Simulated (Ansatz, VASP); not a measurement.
# One calculation of Al3GaN4, two programs

```
Al Ga N
1.0
     0.00000   -4.40699    0.00000
     0.00000    0.00000   -4.40699
     8.81399    0.00000    0.00000
Al Ga N
6 2 8
Direct
  0.50000 0.00000 0.25000
  0.50000 0.00000 0.75000
  0.00000 0.50000 0.25000
  0.00000 0.50000 0.75000
  0.50000 0.50000 0.50000
  0.50000 0.50000 0.00000
  0.00000 0.00000 0.50000
  0.00000 0.00000 0.00000
  0.25529 0.74471 0.37235
  0.25529 0.74471 0.87235
  0.74471 0.25529 0.37235
  0.74471 0.25529 0.87235
  0.25529 0.25529 0.12765
  0.25529 0.25529 0.62765
  0.74471 0.74471 0.12765
  0.74471 0.74471 0.62765
```

Alike in both runs: task single point; functional PBEsol; k mesh 5 × 5 × 3; occupations gaussian, width 0.05 eV; no spin polarisation.

```csv
,VASP,Ansatz
version,VASP 6.6.1,Ansatz 0.2.0
potentials or method,"VASP PAW PBE potentials, release 64 (Al, Ga_d, N)","scalar-relativistic, plane waves, PAW"
plane-wave cutoff (eV),520,420
valence electrons in the cell,84,84
```

Ansatz gave:

```
gap on the k mesh at the Fermi level (eV) : 3.32
least direct gap on the mesh (eV)         : 3.32
pressure (GPa)                            : 0.0
rms of the force components (eV/Å)        : 0.000
```

Task: What did VASP give for the same quantities?

Result: gap on the k mesh at the Fermi level (eV): 3.32; least direct gap on the mesh (eV): 3.32; pressure (GPa): -0.1; rms of the force components (eV/Å): 0.003.

Atom by atom the forces differ by 0.003 eV/Å (rms over components).

Caveats: the PAW data sets were made with another functional, which shifts forces and pressure a little (VASP); an odd mesh through Γ misses points on the zone boundary, where band edges often lie.
